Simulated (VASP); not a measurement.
Wanted: the native input for a VASP 6.6.1 run.

```yaml
Task: single point
Functional: r2SCAN
Potentials_or_basis: VASP PAW PBE potentials, release 64 (Ti_sv, O)
Cutoff: 520 eV
k_mesh: 10 × 10 × 10
Occupations: gaussian, width 0.01 eV
Spin: no spin polarisation
Dipole_correction: no
Further_INCAR_settings: ALGO = Normal; EDIFF = 1e-06; NBANDS = 19
```

Crystal: TiO2.

```
Ti O
1.0
     0.00000    2.32756    2.39683
     2.32756    0.00000    2.39683
     2.32756    2.32756    0.00000
Ti O
1 2
Direct
  0.00000 0.00000 0.00000
  0.25000 0.25000 0.25000
  0.75000 0.75000 0.75000
```

The cell was built by a generator and needn't be a form met in nature.

The cell isn't the ideal one: biaxial_xy strain -2.9%.

The input as run:

POSCAR

```
TiO2
1.0
    0.0000000000      2.3275589332      2.3968272404
    2.3275589332      0.0000000000      2.3968272404
    2.3275589332      2.3275589332      0.0000000000
Ti O
1 2
Direct
    0.0000000000      0.0000000000      0.0000000000
    0.2500000000      0.2500000000      0.2500000000
    0.7500000000      0.7500000000      0.7500000000
```

INCAR.step1

```
ALGO = Normal
EDIFF = 1E-4
ENCUT = 520
GGA = PE
ISMEAR = 0
LASPH = True
LCHARG = False
LREAL = False
LWAVE = True
NBANDS = 19
NELM = 100
PREC = Accurate
SIGMA = 0.01
```

INCAR.step2

```
ALGO = Normal
EDIFF = 1E-6
ENCUT = 520
ISIF = 2
ISMEAR = 0
ISTART = 1
LASPH = True
LCHARG = True
LELF = True
LMIXTAU = True
LREAL = False
LVHAR = True
LWAVE = False
METAGGA = R2SCAN
NBANDS = 19
NELM = 100
PREC = Accurate
SIGMA = 0.01
```

KPOINTS

```
k-points
0
Gamma
  10 10 10
```

Potentials or basis: VASP PAW PBE potentials, release 64 (Ti_sv, O).

Run with:

```sh
$ cat potpaw_PBE.64/Ti_sv/POTCAR potpaw_PBE.64/O/POTCAR > POTCAR
$ cp INCAR.step1 INCAR
$ mpirun -np 1 vasp_std > vasp.out
$ cp INCAR.step2 INCAR
$ mpirun -np 1 vasp_std > vasp.out
```

It gave:

```yaml
Pressure: 20.3 GPa
Band_gap_on_the_k_mesh: 1.39 eV, indirect (least direct gap 2.13 eV)
```

Caveat: so large a pressure means that the cell lies far from this level's equilibrium, or that cutoff or potentials fall short; the potentials were made for another functional, which shifts forces and pressure.

Run time: 89 s on 1 thread of Intel(R) Xeon(R) 6975P-C (Granite Rapids), on a shared host, peak memory 0.19 GiB.
